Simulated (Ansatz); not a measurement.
## Se, one cell by several methods

```yaml
crystal:
  lattice:
    - [5.68100, 3.27993, 1.47633]
    - [-5.68100, 3.27993, 1.47633]
    - [0.00000, -6.55985, 1.47633]
  atoms:
    - { symbol: Se, position: [0.28066, 0.16251, 0.91818] }
    - { symbol: Se, position: [0.91818, 0.28066, 0.16251] }
    - { symbol: Se, position: [0.16251, 0.91818, 0.28066] }
    - { symbol: Se, position: [0.71934, 0.83749, 0.08182] }
    - { symbol: Se, position: [0.08182, 0.71934, 0.83749] }
    - { symbol: Se, position: [0.83749, 0.08182, 0.71934] }
```

Atoms are numbered in the order listed.

The cell is COD entry 9013138, as deposited and not checked against the literature; nothing was relaxed.

All numbers are computed: DFT, PBE, PAW with Ansatz's default frozen-core files, scalar-relativistic (Ansatz 0.2.0); DFT, PBE, all-electron PAW with datasets made for the crystal, scalar-relativistic (Ansatz 0.2.0); DFT, PBE, all-electron LAPW, scalar-relativistic (Ansatz 0.2.0).

For PAW: a Γ-centred 6×6×6 k mesh, Fermi–Dirac smearing of 0.01 eV, cutoff 420 eV, no spin polarisation. The crystal-made all-electron datasets (AE datasets) take a cutoff of 200 eV at this cell. LAPW targets a basis error of 1 meV/atom. The Ansatz runs share mesh, smearing and spin set-up. Plane-wave (PAW) pressures include the program's estimate of the Pulay term.

Stress and pressure are positive in compression.

Levels count from the top of the valence band.

```
                       quantity     PAW  AE datasets    LAPW
                 pressure (GPa)    2.69         2.68    2.68
                stress xx (GPa)    2.81         2.80    2.80
                stress zz (GPa)    2.44         2.43    2.43
         force on Se1, y (eV/Å)   0.335        0.332   0.331
                  band gap (eV)       ?            ?       ?
 highest filled level at Γ (eV)  -0.692       -0.691  -0.691
   lowest empty level at Γ (eV)   1.746        1.755   1.755
 highest filled level at F (eV)  -0.383       -0.382  -0.382
   lowest empty level at F (eV)   1.461        1.470   1.470
highest filled level at P2 (eV)  -0.495       -0.495  -0.495
  lowest empty level at P2 (eV)   1.436        1.444   1.444
```

Give the missing entry: row "band gap (eV)", column "PAW".

1.150.

What belongs in the row "band gap (eV)", column "AE datasets"?

1.176.

Give the missing entry: row "band gap (eV)", column "LAPW".

1.159.
